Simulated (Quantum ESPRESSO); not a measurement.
**RuS2 (Laurite) under changes of volume**

One of the cells (14.718 Å³/atom); the others are scaled copies at fixed shape and fractional positions:

```
CELL_PARAMETERS angstrom
5.61060 0.00000 0.00000
0.00000 5.61060 0.00000
0.00000 0.00000 5.61060
ATOMIC_POSITIONS crystal
Ru 0.00000 0.50000 0.50000
Ru 0.50000 0.50000 0.00000
Ru 0.50000 0.00000 0.50000
Ru 0.00000 0.00000 0.00000
S 0.38831 0.11169 0.88831
S 0.11169 0.88831 0.38831
S 0.88831 0.38831 0.11169
S 0.61169 0.61169 0.61169
S 0.61169 0.88831 0.11169
S 0.88831 0.11169 0.61169
S 0.11169 0.61169 0.88831
S 0.38831 0.38831 0.38831
```

```yaml
Program: Quantum ESPRESSO 7.5
Functional: PBEsol
Potentials_or_basis: GBRV 1.5 PBEsol
Cutoff: 612 eV
Density_cutoff: 4898 eV
k_mesh: 5 × 5 × 5
Occupations: fermi-dirac, width 0.05 eV
Spin: no spin polarisation
```

| volume (Å³/atom) | energy over the lowest point (meV/atom) | pressure (GPa) | gap on the mesh (eV) |
| --- | --- | --- | --- |
| 13.835 | 18.46 | 9.8 | 0.68 |
| 14.129 | ? | ? | ? |
| 14.424 | 0.00 | 0.5 | 0.70 |
| 14.718 | 2.54 | -3.3 | 0.71 |
| 15.012 | 11.74 | -6.7 | 0.72 |
| 15.307 | 26.87 | -9.8 | 0.72 |
| 15.601 | 47.24 | -12.4 | 0.72 |

Problem. What does the run at 14.129 Å³/atom give?

Solution. Energy over the lowest point 4.99 meV/atom; pressure 4.9 GPa; gap on the mesh 0.69 eV.

Worked out: A Birch-Murnaghan fit of order 3 (a polynomial in V^(-2/3)) to the other rows has its minimum at 14.47 Å³/atom with B0 = V·E''(V) = 197 GPa and B' = 4.9 at fixed shape and positions, which overstates the stiffness. It gives 5.00 meV/atom at 14.129 Å³/atom, against the run's 4.99, and -dE/dV = 4.9 GPa, against 4.9. A straight line through the other rows of the gap, of slope 0.352 eV per unit of ln V, gives 0.69 eV, against the run's 0.69.

Energies are extrapolated to zero smearing.

Caveats: an odd mesh through Γ misses points on the zone boundary, where band edges often lie. Spin-orbit coupling on Ru is left out.
